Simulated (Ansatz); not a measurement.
Runs of Ansatz 0.2.0 on MnS. The structure is cubic, space group Fm-3m (No. 225). The conventional cell has a = 5.209 Å, b = 5.209 Å, c = 5.209 Å, α = 90.00°, β = 90.00°, γ = 90.00°. Mn (site symmetry m-3m) has 6 S at 2.60 Å as nearest neighbours. S (site symmetry m-3m) is surrounded by 6 Mn at 2.60 Å. 

```tsv
task	level	cell	cutoff (eV)	pressure (GPa)	moment (μB)	relaxed volume (Å³/atom)
band structure	revPBE	as given	216	(c)	(a)	-
relaxation of cell and atoms	BLYP+D4	relaxed	-	0.0	4.02	15.35
band structure	PBEsol	as given	217	(b)	4.69	-
relaxation of cell and atoms	BLYP	relaxed	-	0.0	4.70	18.11
```

Alike in all rows: potentials or basis all-electron LAPW, scalar-relativistic; spin collinear, ferromagnetic start; k mesh 9 × 9 × 9; smearing fermi-dirac 0.05 eV; basis error allowed 0.001 eV/atom.

Task: Estimate the missing entries.

Result: (a) 4.76; (b) -7.3; (c) -0.2.

Caveats: a cell with one magnetic atom can't hold antiferromagnetic order, which such compounds often take; the volume moved by -13 % from the deposited cell, more than functionals usually miss (some runs).

Runs at the PBE level aren't shown here.
